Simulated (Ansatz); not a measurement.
# SiC: a surface, (10-10), 4 layers

Aim: cut a slab of SiC (10-10), 4 layers from the relaxed bulk, relax it, and get surface energy and work function. Methods of the runs shown: LAPW. Companion runs by PAW are cited. Its runs: bulk in the slab's orientation (LAPW); the reference run (LAPW); at the positions relaxed by PAW (LAPW); no images along the normal (LAPW).

Method: DFT, LDA, all-electron LAPW, scalar-relativistic, in Ansatz 0.2.0.

## (1) Starting point

Symmetry: P6_3mc, No. 186, hexagonal system. Conventional cell: a = 3.056 Å, b = 3.056 Å, c = 5.016 Å, α = 90.00°, β = 90.00°, γ = 120.00°. Si (site symmetry 3m) has 4 C at 1.87 to 1.88 Å as nearest neighbours. Around C (site symmetry 3m) lie 4 Si at 1.87 to 1.88 Å.

As a file:

```cif
data_structure
_symmetry_space_group_name_H-M 'P 1'
_symmetry_Int_Tables_number 1
_cell_length_a 3.0564
_cell_length_b 5.0157
_cell_length_c 5.2938
_cell_angle_alpha 90.000
_cell_angle_beta 90.000
_cell_angle_gamma 90.000
_cell_volume 81.15
loop_
_atom_site_label
_atom_site_type_symbol
_atom_site_fract_x
_atom_site_fract_y
_atom_site_fract_z
_atom_site_occupancy
Si1 Si 0.50000 0.00009 0.16667 1
Si2 Si 0.00000 0.00009 0.66667 1
Si3 Si 0.00000 0.50009 0.33333 1
Si4 Si 0.50000 0.50009 0.83333 1
C1 C 0.50000 0.37591 0.16667 1
C2 C 0.00000 0.37591 0.66667 1
C3 C 0.00000 0.87591 0.33333 1
C4 C 0.50000 0.87591 0.83333 1
```

Atoms are numbered in the order of the input: Si1, Si2, Si3, Si4, C5, C6, C7, C8.

## (2) Bulk in the slab's orientation, LAPW

Contents of input.yaml:

```yaml
crystal:
  lattice:
    - [-1.5281915527, 2.646905413, 0.0]
    - [0.0, 0.0, 5.0156571925]
    - [4.5845746582, 2.646905413, 0.0]
  atoms:
    - { symbol: Si, position: [0.5, 9.1268e-05, 0.166666667] }
    - { symbol: Si, position: [0.0, 9.1268e-05, 0.666666667] }
    - { symbol: Si, position: [0.0, 0.500091268, 0.333333333] }
    - { symbol: Si, position: [0.5, 0.500091268, 0.833333333] }
    - { symbol: C, position: [0.5, 0.375908732, 0.166666667] }
    - { symbol: C, position: [0.0, 0.375908732, 0.666666667] }
    - { symbol: C, position: [0.0, 0.875908732, 0.333333333] }
    - { symbol: C, position: [0.5, 0.875908732, 0.833333333] }
kpoints:
  mp_grid: { grid: [8, 5, 5] }
scf:
  occupations: { method: fermi_dirac, width: 0.02 }
hamiltonian:
  xc: lda
  pseudopotentials: { kind: all_electron, lapw: { basis_error: 0.001 } }
output:
  forces: true
  stress: true
  eigenvalues: true
```

Started as:

```sh
> ansatz run input.yaml --threads 3 --pin off --max-ram 8192MiB --backend cpu --events-out ev --progress --plain --runs-dir out
```

## (4) Slab as cut, LAPW

Contents of input.yaml:

```yaml
crystal:
  lattice:
    - [3.0563831055, 0.0, 0.0]
    - [0.0, 5.0156571925, 0.0]
    - [0.0, 0.0, 19.5292]
  atoms:
    - { symbol: Si, position: [0.0, 0.562091268, 0.4096428112] }
    - { symbol: C, position: [0.0, 0.937908732, 0.4096428112] }
    - { symbol: Si, position: [0.5, 0.062091268, 0.4548214059] }
    - { symbol: C, position: [0.5, 0.437908732, 0.4548214059] }
    - { symbol: Si, position: [0.5, 0.562091268, 0.5451785941] }
    - { symbol: C, position: [0.5, 0.937908732, 0.5451785941] }
    - { symbol: Si, position: [0.0, 0.062091268, 0.5903571888] }
    - { symbol: C, position: [0.0, 0.437908732, 0.5903571888] }
kpoints:
  mp_grid: { grid: [8, 5, 1] }
scf:
  occupations: { method: fermi_dirac, width: 0.02 }
hamiltonian:
  xc: lda
  pseudopotentials: { kind: all_electron, lapw: { basis_error: 0.001 } }
output:
  forces: true
  stress: true
  eigenvalues: true
  populations: true
  dos: { projected: true, de: 0.2, e_range: [-14, 8] }
efield:
  axis: 3
  amplitude: 0
  dipole_correction: true
```

## (5) At the positions relaxed by PAW, LAPW

Contents of input.yaml:

```yaml
crystal:
  lattice:
    - [3.0563831055, 0.0, 0.0]
    - [0.0, 5.0156571925, 0.0]
    - [0.0, 0.0, 19.5292]
  atoms:
    - { symbol: Si, position: [0.0, 0.5849831755, 0.4240488214] }
    - { symbol: C, position: [0.0, 0.9274150262, 0.4140392509] }
    - { symbol: Si, position: [0.5, 0.0589084385, 0.4482335586] }
    - { symbol: C, position: [0.5, 0.428691866, 0.452299279] }
    - { symbol: Si, position: [0.5, 0.5589086724, 0.5517656569] }
    - { symbol: C, position: [0.5, 0.928692393, 0.547701604] }
    - { symbol: Si, position: [0.0, 0.0849846043, 0.5759510605] }
    - { symbol: C, position: [0.0, 0.4274158241, 0.5859607686] }
kpoints:
  mp_grid: { grid: [8, 5, 1] }
scf:
  occupations: { method: fermi_dirac, width: 0.02 }
hamiltonian:
  xc: lda
  pseudopotentials: { kind: all_electron, lapw: { basis_error: 0.001 } }
output:
  forces: true
  stress: true
  eigenvalues: true
efield:
  axis: 3
  amplitude: 0
  dipole_correction: true
```

## (6) No images along the normal, LAPW

Changes to input.yaml since step 5:

```diff
@@ -14,2 +14,3 @@
     - { symbol: C, position: [0.0, 0.4274158241, 0.5859607686] }
+  periodic: [true, true, false]
 kpoints:
@@ -25,5 +26 @@
   eigenvalues: true
-efield:
-  axis: 3
-  amplitude: 0
-  dipole_correction: true
```

(Steps that only read results are left out.)

Q: Predict the outcome of this session. Wanted: surface energy; work function; outer layer spacing (for each run or level that gives them).

The runs gave:

| quantity | value |
| --- | --- |
| surface energy (LAPW, relaxed) | 2.56 J/m² |
| work function (LAPW, relaxed) | 4.82 eV |
| surface energy (PAW, relaxed) | 2.56 J/m² |
| work function (PAW, relaxed) | 4.82 eV |
| outer layer spacing (PAW) | 0.88 → 0.67 Å |

By LAPW the surface costs 3.34 J/m² as cut and 2.56 J/m² relaxed. The outermost spacing changes by -24.3 % (PAW). With a gap the Fermi level lies anywhere inside it, so the work function printed is no measured quantity. Thickness wasn't converged, and no reconstruction was sought.

The gaps are Kohn-Sham values of a semilocal functional, not quasiparticle or optical gaps. Such gaps usually fall short of the measured ones.
